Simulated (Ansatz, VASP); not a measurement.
# Ag in VASP and in Ansatz

File INCAR:

```
SYSTEM = Ag
PREC = Accurate
ENCUT = 600
EDIFF = 1E-6
ISMEAR = 0
SIGMA = 0.1
LREAL = .FALSE.
LASPH = .TRUE.
NELM = 60
ALGO = Normal
ISIF = 3
LWAVE = .FALSE.
LCHARG = .FALSE.
GGA = PE
IBRION = 2
NSW = 100
EDIFFG = -0.01
```

The input KPOINTS:

```
regular mesh
0
G
  12 12 12
  0 0 0
```

POSCAR

```
Ag
1.0
    0.0000000000      3.1107345286      3.1107345286
    3.1107345286      0.0000000000      3.1107345286
    3.1107345286      3.1107345286      0.0000000000
Ag
2
Direct
    0.0000000000      0.0000000000      0.0000000000
    0.2500000000      0.2500000000      0.2500000000
```

Input for Ansatz:

```yaml
crystal:
  lattice:
    - [0.0, 3.1107345286, 3.1107345286]
    - [3.1107345286, 0.0, 3.1107345286]
    - [3.1107345286, 3.1107345286, 0.0]
  atoms:
    - { symbol: Ag, position: [0.0, 0.0, 0.0] }
    - { symbol: Ag, position: [0.25, 0.25, 0.25] }
basis:
  ecutwfc: 420
kpoints:
  mp_grid: { grid: [12, 12, 12] }
hamiltonian:
  xc: pbe
scf:
  occupations: { method: gaussian, width: 0.1 }
output:
  forces: true
  stress: true
  eigenvalues: true
relax:
  adjacent_minimum: "off"
  f_tol: 0.01
  max_steps: 80
  cell: { stress_tol: 0.05 }
```

Alike in both runs: task relaxation of cell and atoms; functional PBE; k mesh 12 × 12 × 12; occupations gaussian, width 0.1 eV; no spin polarisation.

```csv
,VASP,Ansatz
version,VASP 6.6.1,Ansatz 0.2.0
potentials or method,"VASP PAW PBE potentials, release 64 (Ag)","scalar-relativistic, plane waves, PAW"
plane-wave cutoff (eV),600,420
valence electrons in the cell,22,38
```

|  | VASP | Ansatz | Ansatz less VASP |
| --- | --- | --- | --- |
| gap on the k mesh at the Fermi level, each at its own relaxed structure (eV) | none | none | - |
| relaxed volume (Å³/atom) | 30.02 | 30.10 | +0.078 |
| relaxed cell length with the largest relative difference (Å) | 4.395 | 4.399 | +0.0038 |

A gap of «none» marks a metal or a gap that the smearing closes. The two sets of potentials don't hold the same shells in valence.
